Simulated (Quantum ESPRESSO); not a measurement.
The system is MoS2, a slab with vacuum.

```
Mo S
1.0
     3.18413    0.00000    0.00000
    -1.59206    2.75753    0.00000
     0.00000    0.00000   17.33460
Mo S
1 2
Direct
  0.00000 0.00000 0.00000
  0.33333 0.66667 0.91051
  0.33333 0.66667 0.08949
```

| Item | Value |
| --- | --- |
| Program | Quantum ESPRESSO 7.5 |
| Task | single point |
| Functional | PBE |
| Potentials or basis | SSSP 1.3 efficiency PBE |
| Cutoff | 816 eV |
| Density cutoff | 5987 eV |
| k mesh | 10 × 10 × 2 |
| Occupations | fermi-dirac, width 0.05 eV |
| Spin | no spin polarisation |

On this cell: largest force 0.216 eV/Å; band gap on the k mesh 1.74 eV, indirect (least direct gap 1.93 eV).

The same run follows on a disturbed copy (atoms moved at random, drawn with an rms of 0.05 Å):

```
CELL_PARAMETERS angstrom
3.18413 0.00000 0.00000
-1.59206 2.75753 0.00000
0.00000 0.00000 17.33460
ATOMIC_POSITIONS crystal
Mo 0.00290 0.98616 0.99953
S 0.33139 0.66107 0.91056
S 0.32174 0.65518 0.08953
```

What changes?

The energy moves by +6.9 meV/atom; largest force 0.887 eV/Å; band gap on the k mesh 1.73 eV, indirect (least direct gap 1.91 eV).

Forces in eV/Å, atoms in the order of the input:
```
Mo  -0.792  0.305  0.260
S    0.307 -0.223 -0.372
S    0.485 -0.082  0.112
```

Stress tensor (GPa, compression positive):
```
 0.37 -0.26  0.30
-0.26  0.17  0.23
 0.30  0.23  0.78
```

A k mesh can miss the band edges.
